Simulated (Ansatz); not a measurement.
Runs of Ansatz 0.2.0 on Co. The structure is trigonal, space group P-3m1 (No. 164). Conventional cell: a = 2.487 Å, b = 2.487 Å, c = 4.063 Å, α = 90.00°, β = 90.00°, γ = 120.00°. Around Co (site symmetry 3m) lie 12 Co at 2.42 to 2.55 Å.

| task | level | spin | fixed moment (μB) | cell | k mesh | gap on the mesh (eV) | pressure (GPa) | moment (μB) | relaxed volume (Å³/atom) | largest force (eV/Å) |
| --- | --- | --- | --- | --- | --- | --- | --- | --- | --- | --- |
| relaxation of cell and atoms | PBEsol+D3(BJ) | collinear, ferromagnetic start | - | relaxed | 12 × 12 × 7 | none | 0.0 | 3.05 | (c) | - |
| single point | PBE | collinear, program default start | 0.0 | as given | 10 × 10 × 6 | - | -10.9 | 0.00 | - | 0.59 |
| single point | PBE | collinear, ferrimagnetic start | - | as given | 12 × 12 × 7 | none | 0.8 | 3.27 | - | 0.49 |
| relaxation of cell and atoms | PBEsol | collinear, ferromagnetic start | - | relaxed | 12 × 12 × 7 | none | 0.0 | (b) | (a) | - |
| single point | PBE | collinear, ferromagnetic start | 2.0 | as given | 10 × 10 × 6 | - | -6.8 | 2.00 | - | 0.62 |

Alike in all rows: potentials or basis Ansatz PAW; cutoff (eV) 420; smearing fermi-dirac 0.05 eV.

Problem. Estimate the missing entries.

Solution. (a) 10.37; (b) 3.13; (c) 10.10.

Caveats: the plane-wave basis is chosen anew once the cell has moved, so the energies of steps on either side of that aren't comparable (some runs); the PAW data sets come from PBE, with cores solved anew for the run's functional, which leaves a small shift of forces and pressure (some runs); the total moment is fixed, so each spin has its own Fermi level (some runs); the thresholds are loose for stress (some runs); pairwise dispersion overbinds metals, which lowers pressure and volume (some runs); the starting moments weren't kept (some runs).

A gap of «none» marks a metal or a gap under the smearing width.
